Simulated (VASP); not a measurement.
A run of VASP 6.6.1 is set up as follows.

Contents of POSCAR:

```
Zn
1.0
   -1.5690370000      1.5690370000      1.5690370000
    1.5690370000     -1.5690370000      1.5690370000
    1.5690370000      1.5690370000     -1.5690370000
Zn
1
Cartesian
    0.0000000000      0.0000000000      0.0000000000
```

INCAR.step1

```
SYSTEM = Zn
  PREC = Accurate
  ENCUT = 800
  EDIFF = 1E-8
  ISMEAR = -5
  SIGMA = 0.1
  LREAL = .False.
  LASPH = .True.
  NELM = 80
  ALGO = Normal
  ISIF = 3
  LWAVE = .False.
  LCHARG = .False.
  GGA = PE
  IVDW = 2
  ISYM = 1
  IBRION = 2
  NSW = 40
  EDIFFG = -0.002
```

File INCAR.step2:

```
SYSTEM = Zn
  PREC = Accurate
  ENCUT = 800
  EDIFF = 1E-8
  ISMEAR = -5
  SIGMA = 0.1
  LREAL = .False.
  LASPH = .True.
  NELM = 80
  ALGO = Normal
  ISIF = 2
  LWAVE = .False.
  LCHARG = .False.
  GGA = PE
  IVDW = 2
  ISYM = 1
  IBRION = 6
  NFREE = 2
  POTIM = 0.015
  NSW = 1
```

The input KPOINTS:

```
Automatic mesh
0
Gamma
  9 9 9
  0 0 0
```

Potentials or basis: VASP PAW PBE potentials, release 64 (Zn).

Launch:

```sh
$ cat potpaw_PBE.64/Zn/POTCAR > POTCAR
$ cp INCAR.step1 INCAR
$ mpirun -np 1 vasp_std > vasp.out
$ cp CONTCAR POSCAR
$ cp INCAR.step2 INCAR
$ mpirun -np 1 vasp_std > vasp.out
```

Problem. What does it give for the dispersion energy per atom?

Solution. -0.458 eV.

Problem. What does it give for the space group after relaxing (to 0.05 Å)?

Solution. Im-3m (No. 229).

Problem. Estimate the relaxed volume.

Solution. 13.85 Å³/atom.

Problem. Predict the relaxed cell.

Solution. a = 2.620 Å, b = 2.620 Å, c = 2.620 Å, α = 109.47°, β = 109.47°, γ = 109.47°.

Final structure:
```yaml
crystal:
  lattice:
    - [-1.51280, 1.51280, 1.51280]
    - [1.51280, -1.51280, 1.51280]
    - [1.51280, 1.51280, -1.51280]
  atoms:
    - { symbol: Zn, position: [0.00000, 0.00000, 0.00000] }
```
